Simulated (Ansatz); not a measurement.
Input and command of a calculation in Ansatz (plane waves; scalar-relativistic PAW potentials unless the input names others):

```yaml
crystal:
  lattice:
    - [3.3206769879, 0.0, 0.0]
    - [-1.660338494, 2.8757906293, 0.0]
    - [0.0, 0.0, 38.7519079192]
  atoms:
    - { symbol: W, position: [0.6666666667, 0.3333333333, 0.9017414622] }
    - { symbol: W, position: [0.6666666667, 0.3333333333, 0.2944743177] }
    - { symbol: W, position: [0.3333333333, 0.6666666667, 0.7055256823] }
    - { symbol: W, position: [0.3333333333, 0.6666666667, 0.0982585378] }
    - { symbol: Se, position: [0.3333333333, 0.6666666667, 0.9450491384] }
    - { symbol: Se, position: [0.3333333333, 0.6666666667, 0.3377771987] }
    - { symbol: Se, position: [0.6666666667, 0.3333333333, 0.7488341114] }
    - { symbol: Se, position: [0.6666666667, 0.3333333333, 0.1415663455] }
    - { symbol: Se, position: [0.3333333333, 0.6666666667, 0.8584336545] }
    - { symbol: Se, position: [0.3333333333, 0.6666666667, 0.2511658886] }
    - { symbol: Se, position: [0.6666666667, 0.3333333333, 0.6622228013] }
    - { symbol: Se, position: [0.6666666667, 0.3333333333, 0.0549508616] }
basis:
  ecutwfc: 420
kpoints:
  mp_grid: { grid: [12, 12, 1] }
hamiltonian:
  xc: pbe96
scf:
  occupations: { method: gaussian, width: 0.02 }
  max_iter: 100
output:
  forces: true
  eigenvalues: true
  stress: true
relax:
  adjacent_minimum: "off"
  f_tol: 0.01
  max_steps: 80
  cell: { stress_tol: 0.05 }
```

```bash
ansatz run input.yaml --threads 1 --pin off --max-ram 2560MiB --backend cpu --events-out ev --progress --plain --runs-dir out
```

Question: What will the program do with this input?

Answer: The program refuses it, because of an unknown functional (hamiltonian.xc: "pbe" → "pbe96"). With the sound run's settings it is accepted.

Abridged log:
```
Error: YAML parse error: error: line 24 column 7: hamiltonian.xc: unknown variant `pbe96`, expected one of `lda`, `lda-pw`, `pw92`, `pbe`, `pbesol`, `rpbe`, `revpbe`, `blyp`, `pbe0`, `revpbe0`, `b3lyp`, `b3lyp5`, `hse06`, `wpbeh`, `hiss`, `lc_wpbe`, `cam_b3lyp`, `hf`, `r2scan`, `r2scanh`, `r2scan0`, `r2scan50`, `mr2scan`
  --> <input>:24:7
   |
22 |   mp_grid: { grid: [12, 12, 1] }
23 | hamiltonian:
24 |   xc: pbe96
   |       ^ hamiltonian.xc: unknown variant `pbe96`, expected one of `lda`, `lda-pw`, `pw92`, `pbe`, `pbesol`, `rpbe`, `revpbe`, `blyp`, `pbe0`, `revpbe0`, `b3lyp`, `b3lyp5`, `hse06`, `wpbeh`, `hiss`, `lc_wpbe`, `cam_b3lyp`, `hf`, `r2scan`, `r2scanh`, `r2scan0`, `r2scan50`, `mr2scan`
25 | scf:
26 |   occupations: { method: gaussian, width: 0.02 }
   |
```